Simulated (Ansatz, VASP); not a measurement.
# Two plane-wave programs on TiC

```
Ti C
1.0
     2.63850    0.00000    0.00000
     0.00000    2.63850    0.00000
     0.00000    0.00000    2.63850
Ti C
1 1
Direct
  0.00000 0.00000 0.00000
  0.50000 0.50000 0.50000
```

Alike in both runs: functional PBE; k mesh 14 × 14 × 14; occupations fermi-dirac, width 0.08 eV; no spin polarisation.

Ansatz relaxed the structure, and its values are those at the end. VASP's run is a single point on that final structure, the one shown.

|  | VASP | Ansatz |
| --- | --- | --- |
| version | VASP 6.6.1 | Ansatz 0.2.0 |
| potentials or method | VASP PAW PBE potentials, release 64 (Ti_sv, C) | PAW with Ansatz's default frozen-core files, scalar-relativistic |
| plane-wave cutoff (eV) | 520 | 420 |
| valence electrons in the cell | 16 | 16 |

```csv
,VASP,Ansatz,Ansatz less VASP
pressure (GPa),21.3,21.0,-0.27
```

The functional is the same, so the differences come from potentials, cutoffs and numerics.

Caveats: so large a pressure means that the cell lies far from this level's equilibrium, or that cutoff or potentials fall short (VASP).
